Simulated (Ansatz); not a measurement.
**Grids, density cutoff and precision for a charged defect: V_H in MgH2 (P4_2/mnm)**

Aim: the (0/−1) level of V_H in MgH2 (P4_2/mnm) as a function of the real-space grids and precision, with the cost of each choice. The model is a cell of 72 host atoms with 1 H taken out; the atoms are relaxed once and then held.

Program: Ansatz 0.2.0. Level of theory: plane-wave PAW DFT; relaxations with PBE, then single points with PBE, on supercells at fixed charge in a uniform background. Results are calculated unless marked as measured.

**1. Set-up**

The cell holds 71 atoms: 24 Mg and 47 H. Cell: a = 9.032 Å, b = 9.032 Å, c = 9.039 Å, α = 90.0°, β = 90.0°, γ = 90.0°. It derives from MgH2 (space group P4_2/mnm). Nearest the centre at fractional (0.402, 0.598, 0.500): Mg25 at 1.94 Å, Mg67 at 1.96 Å, Mg61 at 1.96 Å, H47 at 2.50 Å, H34 at 2.76 Å, H32 at 2.76 Å, H28 at 2.76 Å, H27 at 2.76 Å. The cell carries charge −1.

As a file:

```xyz
71
Lattice="9.0325 0.0000 0.0000 0.0000 9.0325 0.0000 0.0000 0.0000 9.0391" Properties=species:S:1:pos:R:3 pbc="T T T"
Mg    2.2581    2.2581    1.5065
Mg    0.0000    0.0000    0.0000
H     3.1418    3.1418    0.0000
H     3.6326    0.8836    1.5065
H     1.3745    1.3745    0.0000
H     0.8836    3.6326    1.5065
Mg    2.2581    2.2581    4.5196
Mg    0.0000    0.0000    3.0130
H     3.1418    3.1418    3.0130
H     3.6326    0.8836    4.5196
H     1.3745    1.3745    3.0130
H     0.8836    3.6326    4.5196
Mg    2.2581    2.2581    7.5326
Mg    0.0000    0.0000    6.0261
H     3.1418    3.1418    6.0261
H     3.6326    0.8836    7.5326
H     1.3745    1.3745    6.0261
H     0.8836    3.6326    7.5326
Mg    2.2581    6.7744    1.5065
Mg    0.0000    4.5162    0.0000
H     3.1418    7.6580    0.0000
H     3.6326    5.3999    1.5065
H     1.3745    5.8907    0.0000
H     0.8836    8.1489    1.5065
Mg    2.2581    6.7744    4.5196
Mg    0.0000    4.5162    3.0130
H     3.1418    7.6580    3.0130
H     1.3745    5.8907    3.0130
H     0.8836    8.1489    4.5196
Mg    2.2581    6.7744    7.5326
Mg    0.0000    4.5162    6.0261
H     3.1418    7.6580    6.0261
H     3.6326    5.3999    7.5326
H     1.3745    5.8907    6.0261
H     0.8836    8.1489    7.5326
Mg    6.7744    2.2581    1.5065
Mg    4.5162    0.0000    0.0000
H     7.6580    3.1418    0.0000
H     8.1489    0.8836    1.5065
H     5.8907    1.3745    0.0000
H     5.3999    3.6326    1.5065
Mg    6.7744    2.2581    4.5196
Mg    4.5162    0.0000    3.0130
H     7.6580    3.1418    3.0130
H     8.1489    0.8836    4.5196
H     5.8907    1.3745    3.0130
H     5.3999    3.6326    4.5196
Mg    6.7744    2.2581    7.5326
Mg    4.5162    0.0000    6.0261
H     7.6580    3.1418    6.0261
H     8.1489    0.8836    7.5326
H     5.8907    1.3745    6.0261
H     5.3999    3.6326    7.5326
Mg    6.7744    6.7744    1.5065
Mg    4.5162    4.5162    0.0000
H     7.6580    7.6580    0.0000
H     8.1489    5.3999    1.5065
H     5.8907    5.8907    0.0000
H     5.3999    8.1489    1.5065
Mg    6.7744    6.7744    4.5196
Mg    4.5162    4.5162    3.0130
H     7.6580    7.6580    3.0130
H     8.1489    5.3999    4.5196
H     5.8907    5.8907    3.0130
H     5.3999    8.1489    4.5196
Mg    6.7744    6.7744    7.5326
Mg    4.5162    4.5162    6.0261
H     7.6580    7.6580    6.0261
H     8.1489    5.3999    7.5326
H     5.8907    5.8907    6.0261
H     5.3999    8.1489    7.5326
```

Known beforehand: the electronic dielectric constant, (4.16, 4.16, 4.21), and the static one, (11.89, 11.89, 8.50), from a response run on this crystal (DFPT, PBEsol) at that run's own cell.

The cell's shortest repeat is 9.0 Å.

**2. Relaxing both charge states, PBE**

The study needs fixed structures, so each charge is relaxed once, at the zone centre alone, from small random displacements that break the symmetry of the site.

qm1.relax/input.yaml reads:

```yaml
crystal:
  lattice:
    - [4.51624632, 0.0, 0.0]
    - [0.0, 4.51624632, 0.0]
    - [0.0, 0.0, 3.01304723]
  atoms:
    - { symbol: Mg, position: [0.5, 0.5, 0.5] }
    - { symbol: Mg, position: [0.0, 0.0, 0.0] }
    - { symbol: H, position: [0.695657, 0.695657, 0.0] }
    - { symbol: H, position: [0.804343, 0.195657, 0.5] }
    - { symbol: H, position: [0.304343, 0.304343, 0.0] }
    - { symbol: H, position: [0.195657, 0.804343, 0.5] }
  supercell: [2, 2, 3]
  defects: [{ vacancy: 27 }]
total_charge: -1
basis:
  ecutwfc: 420
  xc_grid: 2
hamiltonian:
  xc: pbe
kpoints:
  mp_grid: { grid: [1, 1, 1] }
scf:
  occupations: { method: fixed }
  max_iter: 60
output:
  forces: true
  charged_corrections:
    epsilon: [4.16, 4.16, 4.21]
    static_epsilon: [11.89, 11.89, 8.5]
    defect_position: [0.402172, 0.597828, 0.5]
relax:
  f_tol: 0.02
  max_steps: 60
  random_displacement: { amplitude: 0.05, seed: 2156 }
checkpoint:
  write: "../qm1.relax.run"
  compress: false
  write_wavefunctions: true
  write_every: 100000
```

Command:

```console
ansatz run input.yaml --threads 8 --pin off --max-ram 17899MiB --backend cpu --events-out ev --progress --plain --runs-dir out
```

Numbers of over 12 decimals in the logs are rounded to 6 here.

Log:

```text
[... repeated set-up lines and file paths are left out, and long positions are rounded to six places ...]
Engine: ansatz 0.2.0, x86_64-unknown-linux-gnu
Pseudopotentials: kind: paw
Pseudopotential: Mg, paw, valence charge 10, recommended cutoff 420 eV (normal), Mg.paw.azcp
Pseudopotential: H, paw, valence charge 1, recommended cutoff 420 eV (normal), H.paw.azcp
Functional definition: PBE
  parameter kappa = 0.804
  parameter beta = 0.066725
  exchange = pbe_x(kappa = kappa, mu = beta*pi^2/3)
  correlation = pbe_c(beta = beta)
Crystal: 71 atoms, lattice volume = 737.467 Å³
Basis set: ecut = 420 eV, 14371 PW (Γ), exchange–correlation on 128×128×128 points (8 copies of the dense FFT grid, shifted against one another)
Bands: 215, of which v1, the nominal top of the filled ones, is band 144 counted from 1 (143 counted from 0)
Symmetry: 1 space group operations
k-points: 1
Non-local potential: Mg, projectors of the file, l = 0: 3, l = 1: 2, l = 2: 1
Non-local potential: H, projectors of the file, l = 0: 2, l = 1: 1
PAW form: soft (Blöchl's): semilocal exchange-correlation on the pseudo side does not see the compensation charge
PAW one-centre angular grid: Mg, 110 points (default); XC on 64 Gauss nodes
PAW one-centre angular grid: H, 110 points (default); XC on 64 Gauss nodes
Initial density: superposition of atomic densities (neutral atoms scaled as one to the charged cell's electrons: chi_scale 0, normalization atom), corrected by the library's trained network
Initial wavefunctions: pseudopotential atomic-orbital guess
Functional: x = pbe(κ = 0.804, μ = 0.219515), c = pbe(β = 0.066725)
SCF iter   1: F=—  HF=-46923.338142 eV  |F-HF|=—  |Δ(HF+E_count)|=         —  Δρ=1.10e-2  dr2=2.87e0  ethr=1.77e-3  ⟨swp⟩=5.0  Hψ=712  notcnv=0  defer=63
preconditioner: auto → Resta (q_TF=auto, 2.333 Å⁻¹)  ε∞=2.6  [insulator: Δε(μ)=2.325 eV  Ē_g=10.457 eV  n_scr=170 (ndim 8)  ℏωp=13.4 eV  f_vac=0.000  ε∞_Penn≈2.6]
SCF iter   2: F=—  HF=-46922.579099 eV  |F-HF|=—  |Δ(HF+E_count)|=   7.59e-1  Δρ=5.35e-3  dr2=5.58e-1  ethr=9.95e-4  ⟨swp⟩=2.0  Hψ=232  notcnv=0  defer=66
SCF iter   3: F=—  HF=-46922.405742 eV  |F-HF|=—  |Δ(HF+E_count)|=   1.73e-1  Δρ=1.18e-3  dr2=1.84e-2  ethr=1.94e-4  ⟨swp⟩=3.0  Hψ=281  notcnv=0  defer=69
SCF iter   4: F=—  HF=-46922.403102 eV  |F-HF|=—  |Δ(HF+E_count)|=   2.64e-3  Δρ=3.18e-4  dr2=2.21e-3  ethr=6.40e-6  ⟨swp⟩=4.0  Hψ=202  notcnv=0  defer=69
SCF iter   5: F=—  HF=-46922.402902 eV  |F-HF|=—  |Δ(HF+E_count)|=   1.99e-4  Δρ=7.93e-5  dr2=5.45e-5  ethr=7.68e-7  ⟨swp⟩=4.0  Hψ=360  notcnv=0  defer=69
SCF iter   6: F=—  HF=-46922.402936 eV  |F-HF|=—  |Δ(HF+E_count)|=   3.40e-5  Δρ=2.09e-5  dr2=1.12e-5  ethr=3.47e-9  ⟨swp⟩=6.0  Hψ=553  notcnv=0
SCF iter   7: F=-46922.402935 eV  HF=-46922.402935 eV  |F-HF|=1.49e-8  |Δ(HF+E_count)|=   1.17e-6  Δρ=3.11e-6  dr2=1.14e-7  ethr=3.47e-9  ⟨swp⟩=5.0  Hψ=508  notcnv=0
SCF 1 converged in 7 iterations: F = -46922.402935 eV  dr2 = 1.14e-7
[...]
relax step   1: F+E_penalty+E_count = -46922.40293513 eV  Δ(F+E_penalty+E_count) = +0.000e0 eV  max|allowed force component| = 8.615e-1 eV/Å  Δτ_max = 0.0000 Å  (7 SCF iters, dr2 threshold 1.00e-5 eV, accepted)
[...]
relax step   2: F+E_penalty+E_count = -46923.11055844 eV  Δ(F+E_penalty+E_count) = -7.076e-1 eV  max|allowed force component| = 2.834e-1 eV/Å  Δτ_max = 0.1947 Å  (5 SCF iters, dr2 threshold 4.64e-5 eV, accepted)
[...]
relax step   4: F+E_penalty+E_count = -46923.18982316 eV  Δ(F+E_penalty+E_count) = -3.525e-3 eV  max|allowed force component| = 1.204e-2 eV/Å  Δτ_max = 0.0284 Å  (5 SCF iters, accepted)
NSCF: frozen V_eff on 1 k-points
the search or the solves at the SCF's close may have found levels that the self-consistency loop had missed (the run counts none). By its estimate they hold under 1e-12 electrons; where the run keeps them, the occupations were computed again with them
[...]
SCF converged after 5 iterations
Free energy (F): -46923.189823 eV
Harris-Foulkes:  -46923.189823 eV  (|F-HF|=5.80e-9)
Internal energy: -46923.189823 eV  (E = F + TS)
E sigma→0 (E₀):  -46923.189823 eV
Fermi energy:    4.330294 eV
--- Per-component energies (eV) ---
  E_band       = -9026.429277
  E_kinetic    = 2492.635021
  E_local      = -41441.632054  (includes V_loc(G=0)·N_el)
  E_nonlocal   = 2351.894120
  E_hartree    = 14868.892376
  E_xc         = -1139.441518
  E_vxc        = -1470.672589  (∫ρ·V_xc dr)
  E_paw        = -7038.963625  (= ΣΔE_a)
  E_vpaw       = -696.378183  (= ΣTr[D̂ρ^β])
  E_aug_tail   = -0.061724  (compensation charges beyond the density's cutoff)
  E_ewald      = -17016.512419
  E_smearing   = -0.000000  (= −TS)
  E_closure    = -0.000000  (closes the sum)
  E_deformation_potential = -9.906736  (in the stress; not in F)
  Σ components = -46923.189823   (vs F -46923.189823, Δ=0.00e0)
--- Forces (eV/Å), atoms counted from 1 ---
  atom   1  Mg    -0.00473719    -0.00442190    -0.00259315
  atom   2  Mg    -0.00076510     0.00108386     0.00012365
  [... 12 atoms left out ...]
  atom  15  H      0.00400573     0.00380081    -0.00231430
  [... 9 atoms left out ...]
  atom  25  Mg    -0.00888431     0.00950883    -0.00167958
  [... 1 atom left out ...]
  atom  27  H      0.00284277    -0.00200180     0.00397198
  atom  28  H      0.00145914    -0.00312712     0.00595356
  [... 3 atoms left out ...]
  atom  32  H      0.00373963    -0.00203734    -0.00280714
  [... 1 atom left out ...]
  atom  34  H      0.00063683    -0.00480102    -0.00294100
  [... 12 atoms left out ...]
  atom  47  H     -0.01204534     0.00964601     0.00127500
  [... 13 atoms left out ...]
  atom  61  Mg     0.00596189    -0.00722618    -0.00380548
  [... 5 atoms left out ...]
  atom  67  Mg     0.00505310    -0.00560423     0.00106227
  [... 2 atoms left out ...]
  atom  70  H     -0.00315425    -0.00358678    -0.00115399
  [... 1 atom left out ...]
  max |Σ_I F_I| component: 8.01e-5 eV/Å
--- Charged-cell corrections in eV (Makov–Payne, q = -1.000 e, ε = [11.890, 11.890, 8.500]) ---
  F (periodic)     = -46923.189823  (uncorrected; the corrections below are reported, never added to it)
  E_corr1          = +0.210587  (monopole, q²α_M/2ε̄L, of the cell on which ε is isotropic)
  F Makov-Payne    = -46922.979236  (F + E_corr1; no measured alignment; for a localised charge, not one spread in a band: unchecked)
  no potential alignment in this run, which stands beside a crystal: run the host's input off ansatz write-host-input, and read the two finished runs by ansatz place-levels (neither reads a slab, a wire or a sheet, whose cell leaves a vacuum)
--- Band table (eV) ---
  k-point 0: bands = ["-71.8923", "-71.8911", "-71.8911", "-71.8900", [... 207 left out ...] "13.4886", "13.5279", "13.6719", "13.7723"]
--- Relaxed structure (4 steps of the walk, 4 accepted, 0 SCFs on fresh bases) ---
  F+E_penalty+E_count = -46923.18982316 eV   max|allowed force component| = 1.204e-2 eV/Å
  atoms:
    - { symbol: Mg, position: [0.250079, 0.248559, 0.166619] }
    - { symbol: Mg, position: [-0.001886, 0.002227, -0.000152] }
    [... 12 atoms left out ...]
    - { symbol: H, position: [0.348301, 0.342244, 0.670479] }
    [... 9 atoms left out ...]
    - { symbol: Mg, position: [0.273578, 0.726821, 0.499819] }
    [... 1 atom left out ...]
    - { symbol: H, position: [0.345027, 0.852107, 0.328833] }
    - { symbol: H, position: [0.148220, 0.655403, 0.328799] }
    [... 3 atoms left out ...]
    - { symbol: H, position: [0.344952, 0.852197, 0.670758] }
    [... 1 atom left out ...]
    - { symbol: H, position: [0.148207, 0.655448, 0.670717] }
    [... 12 atoms left out ...]
    - { symbol: H, position: [0.603109, 0.397645, 0.499772] }
    [... 13 atoms left out ...]
    - { symbol: Mg, position: [0.490996, 0.509306, 0.341677] }
    [... 5 atoms left out ...]
    - { symbol: Mg, position: [0.491031, 0.509266, 0.658060] }
    [... 2 atoms left out ...]
    - { symbol: H, position: [0.658080, 0.651958, 0.670550] }
    [... 1 atom left out ...]
```

Elapsed: 4.5 s, on 8 threads of Intel Xeon 6975P-C (Granite Rapids), shared host; peak memory 0.88 GiB; 24 s of CPU time.

Step by step:

| step | energy less that of the first step (eV) | largest force component (eV/Å) |
| --- | --- | --- |
| 1 | 0.0000 | 0.8615 |
| 2 | -0.7076 | 0.2834 |
| 3 | -0.7834 | 0.0407 |
| 4 | -0.7869 | 0.0120 |

The atoms that moved most (Å, from the sites as typed, ahead of the random displacement, the mean shift of all atoms taken out):

| atom | dx | dy | dz | length |
| --- | --- | --- | --- | --- |
| Mg25 | 0.207 | -0.207 | 0.000 | 0.293 |
| Mg61 | -0.087 | 0.087 | 0.077 | 0.145 |
| Mg67 | -0.087 | 0.086 | -0.076 | 0.144 |
| H29 | 0.049 | -0.051 | 0.000 | 0.071 |
| H28 | -0.042 | 0.032 | -0.039 | 0.066 |
| H32 | -0.032 | 0.042 | 0.039 | 0.065 |
| H34 | -0.042 | 0.032 | 0.038 | 0.065 |
| H27 | -0.031 | 0.041 | -0.039 | 0.065 |

Neighbours of the ideal centre at the end:

```csv
atom,distance (Å)
Mg25,1.645
Mg67,1.824
Mg61,1.825
H47,2.562
H34,2.813
H28,2.815
H32,2.816
H27,2.817
H15,2.818
H9,2.821
H70,2.821
H64,2.823
```

| charge | moment set (μB) | steps | largest displacement (Å) | time |
| --- | --- | --- | --- | --- |
| −1 | 0 | 4 | 0.29 | 4.5 s |
| 0 | 1 | 5 | 0.02 | 7.8 s |

The relaxation ends 11 meV an atom lower than the displaced start, with a largest force component of 0.012 eV/Å.

[end of part 1 of 2]

[Logs are printed without paths, hosts, clocks, repeated set-up lines and the standing remarks that a program may print on its own settings, such as how far it seeks lower states.]

[Hosts, paths, dates, database ids (printed as entryN), source tags and the programs' standing remarks are cut or masked in the printed files.]

[Where a table of states has a column of steps, it counts the stored structures, which are thinned; the runs took as many ionic steps or more.]

[For some hosts the program warned that the k-mesh of the response run may be too coarse for force constants and the static dielectric constant; such warnings are not shown here.]
